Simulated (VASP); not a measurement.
# InSe in VASP: convergence with ENCUT

Input of the first run (ENCUT 200 eV); the others differ in this setting and in those tied to it:

Contents of INCAR:

```
SYSTEM = InSe
ALGO = Normal ; EDIFF = 1E-6
ENCUT = 200 ; GGA = PE
ISIF = 2 ; ISMEAR = 0
LASPH = .True. ; LCHARG = .False.
LREAL = .False. ; LWAVE = .False.
NELM = 100 ; PREC = Accurate
SIGMA = 0.02
```

Contents of KPOINTS:

```
k-points
0
Gamma
  5 5 5
  0 0 0
```

File POSCAR:

```
InSe
1.0
    5.8263928781     -2.0546489550      0.0000000000
    5.8263928781      2.0546489550      0.0000000000
   -1.7232330140      0.0000000000      4.7713478577
In Se
2 2
Direct
    0.8842590000      0.8878910000      0.0444440000
    0.1079130000      0.1144500000      0.9538480000
    0.6608390000      0.6637870000      0.6674260000
    0.3390600000      0.3391540000      0.3298190000
```

Potentials or basis: VASP PAW PBE potentials, release 64 (In_d, Se).

Command:

```sh
$ cat potpaw_PBE.64/In_d/POTCAR potpaw_PBE.64/Se/POTCAR > POTCAR
$ mpirun -np 1 vasp_std > vasp.out
```

The cell isn't the ideal one: atoms moved at random, drawn with an rms of 0.02 Å.

The cell comes from a database or a generator and needn't be the stable form of this composition.

Hardware: 1 thread of Intel(R) Xeon(R) Platinum 8559C (Emerald Rapids), on a shared host.

**Question.** The values tried are 200 eV, 250 eV, 300 eV, 350 eV, 400 eV, 450 eV, 500 eV, 600 eV, 800 eV, loosest first. From which on does the largest force stay within 0.005 eV/Å of the tightest run that finished?

**Answer.** From 250 eV on.

| ENCUT | energy less the tightest run, at zero smearing (meV/atom) | largest force (eV/Å) | gap on the mesh (eV) | SCF cycles | CPU time (s) | peak memory (GiB) |
| --- | --- | --- | --- | --- | --- | --- |
| 200 eV | 61.22 | 0.328 | 1.211 | 13 | 27 | 0.16 |
| 250 eV | 1.15 | 0.306 | 1.218 | 14 | 30 | 0.19 |
| 300 eV | 0.77 | 0.304 | 1.219 | 14 | 38 | 0.22 |
| 350 eV | 0.94 | 0.304 | 1.219 | 14 | 52 | 0.24 |
| 400 eV | 0.06 | 0.304 | 1.220 | 14 | 59 | 0.28 |
| 450 eV | -0.12 | 0.304 | 1.220 | 14 | 90 | 0.33 |
| 500 eV | 0.01 | 0.304 | 1.220 | 14 | 100 | 0.37 |
| 600 eV | 0.03 | 0.304 | 1.220 | 14 | 150 | 0.41 |
| 800 eV | 0.00 | 0.304 | 1.220 | 14 | 200 | 0.6 |

Against the tightest run, the energy stays within 1 meV/atom from 300 eV on; the gap on the mesh stays within 0.01 eV from 200 eV on. The tightest run that finished is the yardstick and may itself not be fully converged.

Caveat, for the tightest run too: spin-orbit coupling is left out, which moves the levels of the heavy elements; an odd mesh through Γ misses points on the zone boundary, where band edges often lie.
